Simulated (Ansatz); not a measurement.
Write a Python script for Ansatz 0.2.0 through its Python package that makes a charge-density difference against the sublattices of ZrN, space group Fm-3m. Use (first run): PBEsol, PAW, cutoff 460 eV, 11×11×11 k-points, Fermi-Dirac smearing of 0.1 eV.

```xyz
2
Lattice="0.0000 2.3000 2.3000 2.3000 0.0000 2.3000 2.3000 2.3000 0.0000" Properties=species:S:1:pos:R:3 pbc="T T T"
Zr    2.3000    2.3000    2.3000
N     0.0000    0.0000    0.0000
```

`zrn.py`:
```python
# -*- coding: utf-8 -*-
"""Density of ZrN less that of its sublattices."""

import ansatz as az
import numpy as np

FUNCTIONAL = "pbesol"
SMEARING = "fermi_dirac"
SMEARING_WIDTH = 0.1
CUTOFF = 460
KGRID = (11, 11, 11)

vectors0 = np.array([
    [0.0, 2.3, 2.3],
    [2.3, 0.0, 2.3],
    [2.3, 2.3, 0.0],
])
sites = [
    ("Zr", (0.5, 0.5, 0.5)),
    ("N", (0.0, 0.0, 0.0)),
]


def build(cell):
    crystal = az.Crystal(lattice=az.Lattice.of(cell))
    for symbol, position in sites:
        crystal = crystal.atom(symbol, position)
    return crystal

# one cutoff and one grid for all runs, so that the fields can be subtracted
def solve(crystal):
    return (
        crystal.calculation()
        .functional(FUNCTIONAL)
        .occupations(SMEARING, width=SMEARING_WIDTH)
        .basis(CUTOFF, grid_basis="typed")
        .kpoints(*KGRID)
        .density()
        .run(threads=1)
    )


whole = solve(build(vectors0))
difference = whole.density().channels[0].density_e_per_ang3.copy()
binding = whole.report["free_energy_ev"]
for element in ["Zr", "N"]:
    part = az.Crystal(lattice=az.Lattice.of(vectors0))
    for symbol, position in sites:
        if symbol == element:
            part = part.atom(symbol, position)
    alone = solve(part)
    difference -= alone.density().channels[0].density_e_per_ang3
    binding -= alone.report["free_energy_ev"]
    print(f"{element} sublattice: {alone.report['n_electrons']:g} electrons, {alone.report['n_iterations']} iterations")

voxel = abs(np.linalg.det(vectors0)) / difference.size
print(f"energy of the crystal less its unpolarised sublattices: {binding / len(sites):.4f} eV/atom")
print(f"net charge of the difference {difference.sum() * voxel:.5f} e, charge moved {0.5 * np.abs(difference).sum() * voxel:.3f} e")
print(f"extremes {difference.min():.4f} and {difference.max():.4f} e/A^3")
for (symbol, position) in sites:
    index = tuple(int(round(p * n)) % n for p, n in zip(position, difference.shape))
    print(f"  change of the pseudo-density at the grid point nearest {symbol}: {difference[index]:+.4f} e/A^3")
profile = difference.mean(axis=(0, 1))
print("planar mean along the third vector:", np.round(profile[:: max(len(profile) // 12, 1)], 4))
```

`python zrn.py` gives:
```text
Zr sublattice: 12 electrons, 6 iterations
N sublattice: 5 electrons, 6 iterations
energy of the crystal less its unpolarised sublattices: -5.4475 eV/atom
net charge of the difference -0.00000 e, charge moved 0.516 e
extremes -0.1393 and 0.1403 e/A^3
  change of the pseudo-density at the grid point nearest Zr: -0.0843 e/A^3
  change of the pseudo-density at the grid point nearest N: -0.1393 e/A^3
planar mean along the third vector: [ 0.0183  0.0201  0.0164  0.0045 -0.0107 -0.0243 -0.03   -0.0243 -0.0107
  0.0045  0.0164  0.0201]
```

Reading the output:
- The run is spin-unpolarised.
- For a metal this k-point mesh is coarse: on a finer one energies can move by several to tens of meV an atom and pressures by half a GPa or more, differences at one mesh by less.
- Of the deposited cell: the entry's cell lengths or inner coordinates differ somewhat from later room-temperature determinations.
- The fields are valence quantities on the plane-wave grid; their values near the nuclei depend on the potentials.
- The structure is a deposited one; some such entries were measured under pressure or heat, so a shift against it needn't be the functional's error alone.
- Charge moved counts every rearrangement, bonding and polarisation too, and is no transfer between atoms; the bare sublattices are artificial references. Values near the nuclei depend on the potentials.
- Wall time of the script: 4.7 s on 1 thread of Intel(R) Xeon(R) Platinum 8259CL CPU @ 2.50GHz (Skylake/Cascade Lake) (shared host), peak memory 0.38 GiB.
